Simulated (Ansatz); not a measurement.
TiO2 (P4_2/mnm): G0W0 and the treatment of frequencies and band sums

```cif
data_structure
_symmetry_space_group_name_H-M 'P 1'
_symmetry_Int_Tables_number 1
_cell_length_a 4.5940
_cell_length_b 4.5940
_cell_length_c 2.9590
_cell_angle_alpha 90.000
_cell_angle_beta 90.000
_cell_angle_gamma 90.000
_cell_volume 62.45
loop_
_atom_site_label
_atom_site_type_symbol
_atom_site_fract_x
_atom_site_fract_y
_atom_site_fract_z
_atom_site_occupancy
Ti1 Ti 0.00000 0.00000 0.00000 1
Ti2 Ti 0.50000 0.50000 0.50000 1
O1 O 0.30480 0.30480 0.00000 1
O2 O 0.69520 0.69520 0.00000 1
O3 O 0.80480 0.19520 0.50000 1
O4 O 0.19520 0.80480 0.50000 1
```

Held fixed (Ansatz):

| Property | Result |
| --- | --- |
| orbitals | PBE |
| datasets | soft PAW set, first generation |
| k mesh | 2×2×3 |
| response cutoff | 160 eV |
| wave cutoff | 420 eV |

The gap is read direct at Γ, linearised, between the Kohn-Sham band edges among the points solved. The direct gap is read between the top filled and lowest empty Kohn-Sham band at Γ.

```tsv
treatment	KS gap (eV)	G0W0 gap (eV)	direct at Γ (eV)
plasmon pole at the default frequency, sums cut at 401 empty bands	1.86	3.18	3.18
plasmon pole at the default frequency, sums cut at 186 empty bands	1.86	3.21	3.21
plasmon pole at the default frequency, sums cut at 50 empty bands	1.86	?	?
```

Problem. Fill in the row for plasmon pole at the default frequency, sums cut at 50 empty bands.

Solution. G0W0 gap 3.32 eV, direct at Γ 3.32 eV.

Soft PAW datasets can miss an all-electron G0W0 gap by more than 5 %. The mesh is coarse, so these are values at the stated settings, not converged ones. Band sums or response are cut, so the gap isn't at its basis limit. The gap is read among the points solved; the crystal's band edges can lie elsewhere.
